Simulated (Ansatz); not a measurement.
**C (Fd-3m): one-shot GW input and result**

Theory: Ansatz, G0W0@PBE, full frequency by contour deformation, hard PAW set made for 700 eV, band sums completed.

The input was:

```json
{
 "crystal": {"lattice": [[0.0, 1.7835, 1.7835], [1.7835, 0.0, 1.7835], [1.7835, 1.7835, 0.0]], "atoms": [{"symbol": "C", "position": [0.0, 0.0, 0.0]}, {"symbol": "C", "position": [0.25, 0.25, 0.25]}]},
 "basis": {"precision": "f64", "xc_grid": 2, "ecutwfc": 700, "ecutrho_ratio": 4},
 "kpoints": {"mp_grid": {"grid": [4, 4, 4], "shift": [0, 0, 0]}},
 "hamiltonian": {"xc": "pbe", "dispersion": "none", "pseudopotentials": {"kind": "paw", "azcp": {"C": "pseudopotentials/C.paw.azcp"}}},
 "magnetization": {"spin_polarized": false},
 "scf": {"lower_state_search": "off", "max_iter": 200, "occupations": {"method": "fixed"}, "convergence": {"dr2_threshold": "1e-10 eV"}},
 "output": {},
 "gw": {"n_empty_bands": 30, "ecut_chi": 200, "ecutfock_ratio": 2, "qp_bands": ["v1", "c1"], "screening": {"model": "contour_deformation"}, "band_sum": "completed"}
}
```

Linearised quasiparticle energies, zero at the top filled Kohn-Sham level among these points. VB is the top filled band, CB the lowest empty one. Points in brackets are given in fractions of the reciprocal vectors.

| k | band | ε_KS (eV) | Σx − Vxc (eV) | Σc (eV) | Z | ε_QP (eV) |
| --- | --- | --- | --- | --- | --- | --- |
| Γ | VB | 0.00 | -2.72 | 1.17 | 0.82 | -1.27 |
| Γ | CB | 5.59 | 6.40 | -5.73 | 0.82 | 6.14 |
| (0, 0.25, 0.25) | CB | 4.44 | 5.87 | -5.48 | 0.83 | 4.76 |

The gap (from Γ to k = (0, 0.25, 0.25)) opens from 4.44 eV to 6.03 eV.

Electronic (ion-clamped) dielectric constant on this mesh, from the head of the inverse dielectric matrix: 7.0.

This ran on a trial build of the method. The cell is a model at fixed atoms and needn't be the relaxed known crystal. The mesh is coarse, so these are values at the stated settings, not converged ones. The response is still cut, so the gap isn't quite at its basis limit. The build that completes the sums treats q → 0 its own way, which shifts gaps on a coarse mesh by up to tenths of an eV. The gap is read on the mesh, and the crystal's band edges can lie off it. Meshes this coarse can overestimate the dielectric constant by a tenth and more.
